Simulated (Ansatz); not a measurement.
# TiAl3 (I4/mmm) in Ansatz: reference runs

Aim: a first look at TiAl3 with PBEsol, on the cell as given and on a disturbed one.

Everything below comes from runs of Ansatz 0.2.0. Logs are shortened: lines on timing, memory, paths and dates and some standing lists are left out, and cuts for length are marked.

## (1) The crystal as given

It takes space group I4/mmm (No. 139, tetragonal). The conventional cell has a = 3.822 Å, b = 3.822 Å, c = 8.561 Å, α = 90.00°, β = 90.00°, γ = 90.00°. Ti (site symmetry 4/mmm) is surrounded by 12 Al at 2.70 to 2.87 Å. Al (site symmetry -4m2) is surrounded by 8 Al at 2.70 to 2.87 Å and 4 Ti at 2.87 Å. Al (site symmetry 4/mmm) has 4 Ti at 2.70 Å and 8 Al at 2.87 Å as nearest neighbours.

The cell comes from a database or a generator and needn't be the stable form of this composition.

## (2) Single point, PBEsol

input.yaml reads:

```yaml
crystal:
  lattice:
    - [-1.9111067713, 1.9111067713, 4.2806687947]
    - [1.9111067713, -1.9111067713, 4.2806687947]
    - [1.9111067713, 1.9111067713, -4.2806687947]
  atoms:
    - { symbol: Ti, position: [0.0, 0.0, 0.0] }
    - { symbol: Al, position: [0.25, 0.75, 0.5] }
    - { symbol: Al, position: [0.75, 0.25, 0.5] }
    - { symbol: Al, position: [0.5, 0.5, 0.0] }
kpoints:
  mp_grid: { grid: [10, 10, 10] }
scf:
  occupations: { method: fermi_dirac, width: 0.05 }
hamiltonian:
  xc: pbesol
  pseudopotentials: { kind: all_electron, lapw: { basis_error: 0.001 } }
output:
  forces: true
  stress: true
  eigenvalues: true
  populations: true
```

Potentials or basis: all-electron LAPW, scalar-relativistic.

Command:

```console
$ ansatz run input.yaml --threads 2 --pin off --max-ram 8192MiB --backend cpu --events-out ev --progress --plain --runs-dir out
```

The program printed:

```text
Warning: RAYON_NUM_THREADS=2 ignored (pool sized by the plan → 2); use --threads N
Ti: projections on atomic orbitals take those of the free atom 1s2 2s2 2p6 3s2 3p6 3d2 4s2, of charge +0.00 (hamiltonian.pseudopotentials.projection_atoms)
Al: projections on atomic orbitals take those of the free atom 1s2 2s2 2p6 3s2 3p1, of charge +0.00 (hamiltonian.pseudopotentials.projection_atoms)
LAPW: plane waves up to 7.480 Å⁻¹, error target 1.0e-3 eV per atom; small_component_spin mean_spin; Al in spheres of 1.221 Å, 11 of its electrons in bands, Dirac shells []; Ti in spheres of 1.482 Å, 12 of its electrons in bands, Dirac shells [] (how accurate: hamiltonian.pseudopotentials.lapw.basis_error, Limitations)
Engine: ansatz 0.2.0, x86_64-unknown-linux-gnu
Pseudopotentials: kind: all_electron
Pseudopotential: Ti, LAPW, valence charge 12, lapw/all_electron/scalar/gaussian/Ti, Koelling and Harmon's equation, gaussian nucleus
Pseudopotential: Al, LAPW, valence charge 11, lapw/all_electron/scalar/gaussian/Al, Koelling and Harmon's equation, gaussian nucleus
Functional definition: PBEsol
  exchange = pbesol_x
  correlation = pbesol_c
Crystal: 4 atoms, lattice volume = 62.538 Å³
Basis set: ecut = 213.17367468199728 eV, 423 PW (Γ), FFT grids on a1+a3, a2+a3, a3, exchange–correlation at level 2
Bands: 27, of which v1, the nominal top of the filled ones, is band 23 counted from 1 (22 counted from 0)
Symmetry: 16 space group operations
Space group: I4/mmm (ITA 139), of the structure as read, at distance tolerance 4.0e-5 Å
k-points: 102 of 1000
Non-local potential: Ti, projectors of the file, none
Non-local potential: Al, projectors of the file, none
Initial density: superposition of atomic densities (chi_scale 0.1, normalization cell, long waves kept (reshape's long-wave potential 0.00 eV rms))
Initial wavefunctions: plane waves of lowest kinetic energy (no species holds an atomic orbital)
Functional: x = pbesol(κ = 0.804, μ = 0.12345679012345678), c = pbesol(β = 0.046)
iter 1 solved again at ethr=7.53e-4 eV; its pass at ethr=1.00e-1 eV (dr2=3.39e-1 eV) is discarded
SCF iter   1: F=—  HF=-42993.157904 eV  |F-HF|=—  |Δ(HF+E_count)|=         —  Δρ=2.03e-2  dr2=3.38e-1  ethr=7.53e-4  ⟨swp⟩=2.3  Hψ=19327  notcnv=0
preconditioner: auto → Kerker (q_TF=auto, 2.583 Å⁻¹)  [metal: Δε(μ)=0.025 eV  Ē_g=5.586 eV  σ=0.050 eV  W_gap=0.12  n_scr=14 (ndim 8)  ℏωp=16.9 eV  f_vac=0.000  D(μ)=1.69/eV (n_scr^D=10)]
SCF iter   2: F=—  HF=-42993.040942 eV  |F-HF|=—  |Δ(HF+E_count)|=   1.17e-1  Δρ=1.62e-2  dr2=3.73e-1  ethr=7.52e-4  ⟨swp⟩=2.0  Hψ=8264  notcnv=0  defer=1
SCF iter   3: F=—  HF=-42993.030828 eV  |F-HF|=—  |Δ(HF+E_count)|=   1.01e-2  Δρ=1.00e-2  dr2=7.07e-2  ethr=7.52e-4  ⟨swp⟩=3.0  Hψ=8622  notcnv=0
SCF iter   4: F=—  HF=-42992.939214 eV  |F-HF|=—  |Δ(HF+E_count)|=   9.16e-2  Δρ=3.51e-3  dr2=1.11e-2  ethr=1.57e-4  ⟨swp⟩=2.6  Hψ=8365  notcnv=0
SCF iter   5: F=—  HF=-42992.936547 eV  |F-HF|=—  |Δ(HF+E_count)|=         —  Δρ=9.29e-4  dr2=1.40e-3  ethr=2.46e-5  ⟨swp⟩=2.2  Hψ=7853  notcnv=0
the basis was enlarged: its passes take 271.7 KiB over the memory plan, 2 of 2 planned eigensolver slots
iter 6 solved again at ethr=2.67e-7 eV; its pass at ethr=3.10e-6 eV (dr2=1.20e-4 eV) is discarded
SCF iter   6: F=—  HF=-42992.936131 eV  |F-HF|=—  |Δ(HF+E_count)|=   4.17e-4  Δρ=3.13e-4  dr2=1.20e-4  ethr=2.67e-7  ⟨swp⟩=2.0  Hψ=13521  notcnv=0
SCF iter   7: F=—  HF=-42992.936099 eV  |F-HF|=—  |Δ(HF+E_count)|=   3.16e-5  Δρ=7.07e-5  dr2=3.98e-6  ethr=2.66e-7  ⟨swp⟩=2.3  Hψ=7871  notcnv=0
SCF iter   8: F=—  HF=-42992.936097 eV  |F-HF|=—  |Δ(HF+E_count)|=   2.00e-6  Δρ=2.28e-5  dr2=6.60e-7  ethr=8.85e-9  ⟨swp⟩=2.7  Hψ=7948  notcnv=0
SCF iter   9: F=-42992.936097 eV  HF=-42992.936097 eV  |F-HF|=5.18e-8  |Δ(HF+E_count)|=   1.20e-7  Δρ=6.29e-6  dr2=4.85e-8  ethr=1.47e-9  ⟨swp⟩=2.0  Hψ=7830  notcnv=0
SCF 1 converged in 9 iterations: F = -42992.936097 eV  dr2 = 4.85e-8
SCF converged after 9 iterations
Free energy (F): -42992.936097 eV
Harris-Foulkes:  -42992.936097 eV  (|F-HF|=5.18e-8)
Internal energy: -42992.922672 eV  (E = F + TS)
E sigma→0 (E₀):  -42992.929384 eV
Entropy (-TS):   -0.013425 eV (-3.356 meV/atom)
Fermi energy:    11.215596 eV
--- Per-component energies (eV) ---
  E_band       = -1611.662337
  E_kinetic    = 43248.831693
  E_xc         = -2605.379227
  E_electrostatic = -83636.375137  (all electrons and nuclei)
  E_smearing   = -0.013425  (= −TS)
  E_closure    = 0.000000  (closes the sum)
  E_atoms      = -42971.821526  (free atoms, spherical and without spin; not in F)
  Σ components = -42992.936097   (vs F -42992.936097, Δ=0.00e0)
  Basis errors (estimates in eV, not in F): energy 2.9e-4 per atom: plane waves 2.5e-4 (1.3e-4 summed), levels above the bands 4.9e-30, relativity 2.9e-9, radial functions 4.6e-5, core shells 1.1e-8; eigenvalues (radial functions only) 1.2e-6; not estimated: angular momenta, meshes, grids; target (lapw.basis_error) 1.0e-3; muffin-tin radii Al 1.221 Å, Ti 1.482 Å
--- Forces (eV/Å), atoms counted from 1 ---
  atom   1  Ti    -0.00000000     0.00000000    -0.00000000
  atom   2  Al     0.00000000     0.00000000     0.00000000
  atom   3  Al     0.00000000     0.00000000     0.00000000
  atom   4  Al     0.00000000    -0.00000000     0.00000000
  max |Σ_I F_I| component: 7.89e-31 eV/Å
--- Stress (GPa, compression-positive) ---
       -0.517822      -0.000000       0.000000
       -0.000000      -0.517822      -0.000000
        0.000000      -0.000000      -0.547958
  P = ⅓ Tr σ = -0.5279 GPa (-5.279 kbar)
--- Band table (eV; the first three rows and the last of 102) ---
  k-point 0: bands = ["-91.0859", "-90.9970", "-90.9926", "-52.8004", "-52.7469", "-52.7469", "-52.6898", "-52.6898", "-52.6682", "-52.6682", "-52.6556", "-52.6520", "-44.9643", "-21.3904", "-21.3904", "-21.3149", "1.1030", "8.3529", "8.5966", "9.7928", "9.9895", "9.9895", "12.0671", "12.9741", "12.9741", "13.4584", "13.6952"]
  k-point 1: bands = ["-91.0859", "-90.9968", "-90.9928", "-52.8004", "-52.7469", "-52.7469", "-52.6900", "-52.6876", "-52.6705", "-52.6680", "-52.6555", "-52.6522", "-44.9640", "-21.3932", "-21.3927", "-21.3145", "1.3122", "8.4702", "8.5269", "9.4119", "9.5838", "9.9878", "11.2380", "13.1747", "13.1972", "13.2023", "14.1593"]
  k-point 2: bands = ["-91.0859", "-90.9962", "-90.9934", "-52.8003", "-52.7470", "-52.7469", "-52.6904", "-52.6817", "-52.6764", "-52.6676", "-52.6551", "-52.6526", "-44.9633", "-21.4001", "-21.3988", "-21.3135", "1.9290", "8.1604", "8.4103", "8.9259", "9.1735", "9.9670", "9.9883", "13.1413", "13.3428", "13.4211", "14.4298"]
  k-point 101: bands = ["-91.0859", "-90.9970", "-90.9926", "-52.7999", "-52.7471", "-52.7471", "-52.6895", "-52.6895", "-52.6683", "-52.6683", "-52.6562", "-52.6520", "-44.9641", "-21.3906", "-21.3906", "-21.3182", "2.7325", "3.6213", "9.2028", "10.3047", "10.3047", "10.9773", "11.9277", "11.9277", "12.1869", "14.2965", "16.0029"]
--- Löwdin populations: 4 sites ---
  site symbol       q [e]
     0     Ti     21.4746
     1     Al     13.1442
     2     Al     13.1442
     3     Al     13.0999
  spilling = 0.002248 (of n_electrons = 61.000000)
```

Wall time 6.3 s (2 threads of AMD EPYC 9R45 (Zen 5), shared host); peak memory 0.55 GiB.

What came out:

- Free energy: -42992.9361 eV
- Pressure: -0.5 GPa
- Band gap on the k mesh: none (metal or under the smearing width)
- Loewdin charges: Ti +0.53; Al -0.14, -0.10 e

Levels at points of the mesh, in eV from the Fermi level:
| k point | band 20 | band 21 | band 22 | band 23 | band 24 | band 25 | band 26 | band 27 |
| --- | --- | --- | --- | --- | --- | --- | --- | --- |
| (0.00, 0.00, 0.00) | -1.42 | -1.23 | -1.23 | 0.85 | 1.76 | 1.76 | 2.24 | 2.48 |
| (0.00, 0.00, -0.50) | -3.76 | -2.70 | -2.21 | -0.99 | 1.78 | 1.95 | 2.71 | 2.86 |
| (0.00, -0.50, 0.00) | -2.94 | -1.05 | -0.26 | 0.51 | 1.82 | 2.11 | 2.74 | 3.18 |
| (-0.50, -0.50, -0.50) | -0.91 | -0.91 | -0.24 | 0.71 | 0.71 | 0.97 | 3.08 | 4.79 |

## (3) Single point, PBEsol (atoms moved at random, drawn with an rms of 0.05 Å)

Edit input.yaml of step 2 so:

```diff
@@ -6,6 +6,6 @@
   atoms:
-    - { symbol: Ti, position: [0.0, 0.0, 0.0] }
-    - { symbol: Al, position: [0.25, 0.75, 0.5] }
-    - { symbol: Al, position: [0.75, 0.25, 0.5] }
-    - { symbol: Al, position: [0.5, 0.5, 0.0] }
+    - { symbol: Ti, position: [-0.009619, 0.000376, -0.004786] }
+    - { symbol: Al, position: [0.256637, 0.753473, 0.518822] }
+    - { symbol: Al, position: [0.746038, 0.242683, 0.496925] }
+    - { symbol: Al, position: [0.502858, 0.487531, 0.00014] }
 kpoints:
```

Potentials or basis: all-electron LAPW, scalar-relativistic.

Command:

```console
$ ansatz run input.yaml --threads 2 --pin off --max-ram 8192MiB --backend cpu --events-out ev --progress --plain --runs-dir out
```

The program printed:

```text
Warning: RAYON_NUM_THREADS=2 ignored (pool sized by the plan → 2); use --threads N
Ti: projections on atomic orbitals take those of the free atom 1s2 2s2 2p6 3s2 3p6 3d2 4s2, of charge +0.00 (hamiltonian.pseudopotentials.projection_atoms)
Al: projections on atomic orbitals take those of the free atom 1s2 2s2 2p6 3s2 3p1, of charge +0.00 (hamiltonian.pseudopotentials.projection_atoms)
LAPW: plane waves up to 7.689 Å⁻¹, error target 1.0e-3 eV per atom; small_component_spin mean_spin; Al in spheres of 1.197 Å, 11 of its electrons in bands, Dirac shells []; Ti in spheres of 1.437 Å, 12 of its electrons in bands, Dirac shells [] (how accurate: hamiltonian.pseudopotentials.lapw.basis_error, Limitations)
[... 3 set-up lines as earlier in the session ...]
[... 59 lines left out ...]
  k-point 1: bands = ["-91.0859", "-90.9972", "-90.9931", "-52.7999", "-52.7476", "-52.7467", "-52.6902", "-52.6887", "-52.6706", "-52.6684", "-52.6555", "-52.6520", "-44.9620", "-21.3920", "-21.3917", "-21.3130", "1.3109", "8.4581", "8.5293", "9.4129", "9.5784", "9.9905", "11.2435", "13.0478", "13.1910", "13.3348", "14.1474"]
  k-point 2: bands = ["-91.0859", "-90.9966", "-90.9936", "-52.7999", "-52.7477", "-52.7467", "-52.6907", "-52.6837", "-52.6756", "-52.6680", "-52.6551", "-52.6524", "-44.9613", "-21.3987", "-21.3980", "-21.3120", "1.9273", "8.1495", "8.4120", "8.9193", "9.1769", "9.9759", "9.9886", "13.1381", "13.2445", "13.5162", "14.4242"]
  k-point 503: bands = ["-91.0859", "-90.9974", "-90.9929", "-52.7995", "-52.7477", "-52.7468", "-52.6906", "-52.6897", "-52.6689", "-52.6684", "-52.6562", "-52.6518", "-44.9621", "-21.3899", "-21.3891", "-21.3167", "2.7299", "3.6217", "9.1934", "10.3000", "10.3120", "10.9761", "11.9219", "11.9288", "12.1872", "14.2872", "15.9883"]
--- Löwdin populations: 4 sites ---
  site symbol       q [e]
     0     Ti     21.4758
     1     Al     13.1437
     2     Al     13.1438
     3     Al     13.0994
  spilling = 0.002251 (of n_electrons = 61.000000)
```

populations.tsv:

```text
# site	symbol	l	j	q
# orbitals = lowdin
# n_electrons = 61.000000
# spilling = 0.002251
# projection_atom_Ti: 1s2 2s2 2p6 3s2 3p6 3d2 4s2
# projection_atom_Al: 1s2 2s2 2p6 3s2 3p1
0	Ti	0_1S	-	1.999947
0	Ti	0_2S	-	1.996937
0	Ti	0_3S	-	1.928765
0	Ti	0_4S	-	0.375354
0	Ti	1_2P	-	5.999964
0	Ti	1_3P	-	5.985358
0	Ti	2_3D	-	3.189444
1	Al	0_1S	-	1.999756
1	Al	0_2S	-	1.980057
1	Al	0_3S	-	0.863125
1	Al	1_2P	-	5.994238
1	Al	1_3P	-	2.306555
2	Al	0_1S	-	1.999756
2	Al	0_2S	-	1.980074
2	Al	0_3S	-	0.862936
2	Al	1_2P	-	5.994241
2	Al	1_3P	-	2.306793
3	Al	0_1S	-	1.999784
3	Al	0_2S	-	1.982292
3	Al	0_3S	-	1.006040
3	Al	1_2P	-	5.994811
3	Al	1_3P	-	2.116444
```

Wall time 47 s (2 threads of AMD EPYC 9R45 (Zen 5), shared host); peak memory 1.4 GiB.

What came out:

```
Free energy            : -42992.9032 eV
Pressure               : -0.3 GPa
Largest force          : 0.616 eV/Å
Band gap on the k mesh : none (metal or under the smearing width)
Loewdin charges        : Ti +0.52; Al -0.14, -0.10 e
```

Forces in eV/Å, atoms in the order of the input:
```
Ti  -0.250  0.549 -0.121
Al  -0.285 -0.319  0.048
Al   0.205  0.155  0.049
Al   0.330 -0.385  0.025
```

Stress tensor (GPa, compression positive):
```
-0.24 -0.03  0.20
-0.03 -0.26 -0.22
 0.20 -0.22 -0.46
```

Levels at points of the mesh, in eV from the Fermi level:
```csv
k point,band 21,band 22,band 23,band 24,band 25,band 26
"(0.00, 0.00, 0.00)",-1.23,-1.22,0.83,1.77,1.79,2.23
"(0.00, 0.00, -0.50)",-2.70,-2.20,-0.99,1.78,1.95,2.71
"(0.00, -0.50, 0.00)",-1.07,-0.25,0.51,1.81,2.22,2.74
"(0.00, -0.50, -0.50)",-1.08,-0.24,0.50,1.81,2.21,2.74
"(-0.50, 0.00, 0.00)",-1.03,-0.29,0.51,1.81,2.01,2.73
"(-0.50, 0.00, -0.50)",-1.03,-0.29,0.52,1.81,2.01,2.74
"(-0.50, -0.50, 0.00)",-2.70,-2.21,-0.99,1.77,1.95,2.71
"(-0.50, -0.50, -0.50)",-0.90,-0.24,0.71,0.71,0.97,3.07
```
